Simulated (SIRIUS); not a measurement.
Crystal: MgB2.

```
Mg B
1.0
     0.00000    2.99364    2.99364
     2.99364    0.00000    2.99364
     2.99364    2.99364    0.00000
Mg B
2 4
Direct
  0.00000 0.00000 0.00000
  0.25000 0.25000 0.25000
  0.62500 0.12500 0.62500
  0.62500 0.62500 0.12500
  0.12500 0.62500 0.62500
  0.62500 0.62500 0.62500
```

The cell was built by a generator and needn't be a form met in nature.

Base run:

| Quantity | Value |
| --- | --- |
| Program | SIRIUS 7.10.0 |
| Functional | LDA |
| Potentials or basis | PseudoDojo 0.4.1 PBE standard (scalar relativistic) |
| Cutoff | 1152 eV |
| Density cutoff | 4606 eV |
| k mesh | 7 × 7 × 7 |
| Occupations | fermi-dirac, width 0.05 eV |
| Spin | no spin polarisation |

Its results: band gap on the k mesh none (metal or under the smearing width); pressure -3.9 GPa.

Question: The run is repeated on the same cell with these changes: functional from LDA to PBEsol; libxc names from ["XC_LDA_X", "XC_LDA_C_PW"] to ["XC_GGA_X_PBE_SOL", "XC_GGA_C_PBE_SOL"]. What comes out?

Answer: Band gap on the k mesh none (metal or under the smearing width); pressure -1.6 GPa.

Caveats: the potentials were made for another functional, which shifts forces and pressure.
